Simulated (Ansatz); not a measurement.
# BAs under changes of volume

One of the cells (13.626 Å³/atom); the others are scaled copies at fixed shape and fractional positions:

```
As B
1.0
     0.00000    2.38850    2.38850
     2.38850    0.00000    2.38850
     2.38850    2.38850    0.00000
As B
1 1
Direct
  0.75000 0.75000 0.75000
  0.00000 0.00000 0.00000
```

```yaml
Program: Ansatz 0.2.0
Functional: exchange-only PBE
Potentials_or_basis: Ansatz PAW
Cutoff: "420 eV (not typed: the program's choice for these potentials)"
k_mesh: 10 × 10 × 10
Occupations: fermi-dirac, width 0.05 eV
Spin: no spin polarisation
```

```tsv
volume (Å³/atom)	energy over the lowest point (meV/atom)	pressure (GPa)	gap on the mesh (eV)
12.809	?	?	?
13.081	135.35	24.3	1.38
13.354	97.21	20.6	1.40
13.626	65.09	17.2	1.41
13.899	38.52	14.1	1.43
14.171	16.97	11.3	1.44
14.444	0.00	8.7	1.46
```

Problem. What does the run at 12.809 Å³/atom give?

Solution. Energy over the lowest point 180.19 meV/atom; pressure 28.4 GPa; gap on the mesh 1.36 eV.

Worked out: A Birch-Murnaghan fit of order 3 (a polynomial in V^(-2/3)) to the other rows has no minimum within the range. It gives 179.96 meV/atom at 12.809 Å³/atom, against the run's 180.19, and -dE/dV = 28.3 GPa, against 28.4. A straight line through the other rows of the gap, of slope 0.778 eV per unit of ln V, extrapolates to 1.36 eV, against the run's 1.36.

Energies are extrapolated to zero smearing.

Caveats: the PAW data sets come from PBE, with cores solved anew for the run's functional, which leaves a small shift of forces and pressure.

A mesh can miss the band edges. Spin-orbit coupling on As is left out.
